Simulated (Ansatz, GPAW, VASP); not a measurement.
Ta: programs and potentials compared

```
CELL_PARAMETERS angstrom
-1.65128 1.65128 1.65128
1.65128 -1.65128 1.65128
1.65128 1.65128 -1.65128
ATOMIC_POSITIONS crystal
Ta 0.00000 0.00000 0.00000
```

Alike in all runs: task single point; functional PBE; k mesh 11 × 11 × 11; occupations gaussian, width 0.02 eV; no spin polarisation; no spin-orbit coupling. Pressure is positive in compression and, in plane waves, holds the error of the finite cutoff, which Ansatz's Pulay term estimates and takes out.

| program and potentials | plane-wave cutoff (eV) | notes | pressure (GPa) |
| --- | --- | --- | --- |
| Ansatz, Ansatz PAW | 420 | 13 valence electrons an atom on average; Pulay term of +0.06 GPa included | 2.10 |
| Ansatz, all-electron LAPW, scalar-relativistic | - | - | 2.06 |
| GPAW, GPAW PAW data sets (gpaw-data 1.2.1) | 600 | 13 valence electrons an atom on average | 2.33 |
| VASP, PBE PAW files Ta, 500 eV | 500 | 5 valence electrons an atom on average | 0.21 |

The pressure spans 0.21 (VASP, PBE PAW files Ta, 500 eV) to 2.33 GPa (GPAW, GPAW PAW data sets (gpaw-data 1.2.1)), with all-electron results at 2.06.

The functional is the same throughout but for its coding, so the spread measures potentials, basis and numerics; runs on potential files found faulty are left out.
